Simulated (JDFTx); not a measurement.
Runs of JDFTx 1.7.0 (patched build) on RbBr. It takes space group Fm-3m (No. 225, cubic). The conventional cell has a = 6.854 Å, b = 6.854 Å, c = 6.854 Å, α = 90.00°, β = 90.00°, γ = 90.00°. Rb (site symmetry m-3m) has 6 Br at 3.43 Å as nearest neighbours. Br (site symmetry m-3m) is surrounded by 6 Rb at 3.43 Å. 

```csv
task,level,potentials or basis,k mesh,cutoff (eV),smearing,max SCF steps,SCF threshold on the energy,solver of the electrons,further solve for the empty bands,band ratio of the Davidson solver,mesh quality,gap on the mesh (eV),pressure (GPa)
single point,PBEsol,PseudoDojo-SR-PBEsol-0.4.1-standard with smoothed tails,7 × 7 × 7,626,fermi-dirac 0.05 eV,100,1e-09 Ha,scf,yes,-,not flagged,4.21,(b)
single point,HSE06,PseudoDojo-SR-PBE-0.5-standard with smoothed tails,3 × 3 × 3,626,fermi-dirac 0.05 eV,100,1e-07 Ha,scf,yes,-,coarse,5.54,0.8
single point,LDA,PseudoDojo-SR-LDA-0.4.1-standard with smoothed tails,7 × 7 × 7,599,gaussian 0.02 eV,100,1e-09 Ha,scf,yes,-,not flagged,3.95,-1.3
single point,r2SCAN,SG15-PBE-1.2 with smoothed tails,3 × 3 × 3,1088,fermi-dirac 0.05 eV,100,1e-09 Ha,scf,yes,-,coarse,(a),0.5
```

Alike in all rows: no spin polarisation; cell as given.

Task: Fill in the values left out.

Result: (a) 4.84; (b) -0.1.

Caveats: some runs use coarse meshes; the empty levels aren't tightly converged (some runs); the potentials were made for another functional, which shifts forces and pressure (some runs); an odd mesh through Γ misses points on the zone boundary, where band edges often lie (some runs); this program's HSE differs a little from the usual definition (some runs); the hybrid runs on potentials with a model core (some runs).

A k mesh can miss the band edges, and the runs leave out spin-orbit coupling on Br, Rb.
